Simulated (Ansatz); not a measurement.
Input of an Ansatz 0.2.0 run:

input.yaml

```yaml
crystal:
  lattice:
    - [-1.7727644967, 1.7727644967, 1.7727644967]
    - [1.7727644967, -1.7727644967, 1.7727644967]
    - [1.7727644967, 1.7727644967, -1.7727644967]
  atoms:
    - { symbol: Mg, position: [0.0, 0.0, 0.0] }
kpoints:
  mp_grid: { grid: [7, 7, 7] }
scf:
  occupations: { method: fermi_dirac, width: 0.03 }
hamiltonian:
  xc: pbe
  pseudopotentials: { kind: all_electron, lapw: { basis_error: 0.003 } }
output:
  forces: true
  stress: true
  eigenvalues: true
```

Potentials or basis: all-electron LAPW, scalar-relativistic.

The run is started by

```sh
$ ansatz run input.yaml --threads 1 --pin off --max-ram 2560MiB --backend cpu --events-out ev --progress --plain --runs-dir out
```

Question: What does it give for the pressure?

Answer: 0.9 GPa.

Question: Predict the band gap on the k mesh.

Answer: None (metal or under the smearing width).
